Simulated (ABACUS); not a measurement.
InAs under changes of volume

One of the cells (27.489 Å³/atom); the others are scaled copies at fixed shape and fractional positions:

```
In As
1.0
     0.00000    3.01800    3.01800
     3.01800    0.00000    3.01800
     3.01800    3.01800    0.00000
In As
1 1
Direct
  0.00000 0.00000 0.00000
  0.75000 0.75000 0.75000
```

- Program: ABACUS 3.10.1
- Functional: rPW86PBE
- Potentials or basis: Ansatz NC PBE
- Cutoff: 1143 eV
- Density cutoff: 4572 eV
- Basis: plane waves
- k mesh: 6 × 6 × 6
- Occupations: fermi-dirac, width 0.05 eV
- Spin: no spin polarisation

| volume (Å³/atom) | energy over the lowest point (meV/atom) | pressure (GPa) |
| --- | --- | --- |
| 25.840 | 144.52 | 11.9 |
| 26.389 | 106.89 | 10.0 |
| 26.939 | 75.40 | 8.3 |
| 27.489 | 49.49 | 6.8 |
| 28.039 | ? | ? |
| 28.588 | 12.27 | 4.1 |
| 29.138 | 0.00 | 3.0 |

Q: What does the run at 28.039 Å³/atom give?

A: Energy over the lowest point 28.62 meV/atom; pressure 5.4 GPa.

Worked out: A Birch-Murnaghan fit of order 3 (a polynomial in V^(-2/3)) to the other rows has no minimum within the range. It gives 28.60 meV/atom at 28.039 Å³/atom, against the run's 28.62, and -dE/dV = 5.4 GPa, against 5.4.

Energies are extrapolated to zero smearing.

Caveats: the potentials were made for another functional, which shifts forces and pressure.
